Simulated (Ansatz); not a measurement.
## Pressure against volume: CdTe

```cif
data_structure
_symmetry_space_group_name_H-M 'Cmcm'
_symmetry_Int_Tables_number 63
_cell_length_a 6.1306
_cell_length_b 6.1892
_cell_length_c 6.0907
_cell_angle_alpha 90.000
_cell_angle_beta 90.000
_cell_angle_gamma 90.000
_cell_volume 231.10
loop_
_atom_site_label
_atom_site_type_symbol
_atom_site_symmetry_multiplicity
_atom_site_Wyckoff_symbol
_atom_site_fract_x
_atom_site_fract_y
_atom_site_fract_z
_atom_site_occupancy
Cd1 Cd 4 c 0.50000 0.22297 0.75000 1
Te1 Te 4 c 0.50000 0.73386 0.75000 1
```

The runs use the primitive cell with vectors (3.065, -3.095, 0.000), (3.065, 3.095, 0.000), (0.000, 0.000, 6.091) Å, to which the k mesh refers.

Structure from Materials Project entry mp-1066480 (possibly hypothetical), not relaxed further.

No spin–orbit coupling, which matters for the heavy atoms here.

Levels of theory: DFT, PBEsol, all-electron LAPW, scalar-relativistic (Ansatz 0.2.0); DFT, PBEsol, PAW with Ansatz's default frozen-core files, scalar-relativistic (Ansatz 0.2.0).

For LAPW: a Γ-centred 9×9×6 k mesh, Fermi–Dirac smearing of 0.05 eV, basis error target 1 meV/atom, no spin polarisation. PAW takes a cutoff of 420 eV at this cell (files made with PBE, cores remade for this functional). The Ansatz runs share mesh, smearing and spin set-up. Plane-wave (PAW) pressures include the program's estimate of the Pulay term.

The cell above is scaled evenly, with fractional coordinates and shape held.

```json
{"V/V(cell)": "0.9400", "V (Å³/atom)": "27.154", "P, LAPW (GPa)": "-0.32", "P, PAW (GPa)": "-0.34"}
{"V/V(cell)": "0.9600", "V (Å³/atom)": "27.732", "P, LAPW (GPa)": "-1.41", "P, PAW (GPa)": "-1.42"}
{"V/V(cell)": "0.9800", "V (Å³/atom)": "28.310", "P, LAPW (GPa)": "-2.37", "P, PAW (GPa)": "-2.38"}
{"V/V(cell)": "0.9900", "V (Å³/atom)": "28.599", "P, LAPW (GPa)": "-2.80", "P, PAW (GPa)": "-2.81"}
{"V/V(cell)": "1.0000", "V (Å³/atom)": "28.888", "P, LAPW (GPa)": "-3.21", "P, PAW (GPa)": "-3.22"}
{"V/V(cell)": "1.0100", "V (Å³/atom)": "29.176", "P, LAPW (GPa)": "-3.59", "P, PAW (GPa)": "-3.60"}
{"V/V(cell)": "1.0200", "V (Å³/atom)": "29.465", "P, LAPW (GPa)": "-3.95", "P, PAW (GPa)": "-3.96"}
{"V/V(cell)": "1.0400", "V (Å³/atom)": "30.043", "P, LAPW (GPa)": "-4.59", "P, PAW (GPa)": "-4.60"}
{"V/V(cell)": "1.0600", "V (Å³/atom)": "30.621", "P, LAPW (GPa)": "-5.16", "P, PAW (GPa)": "-5.17"}
```
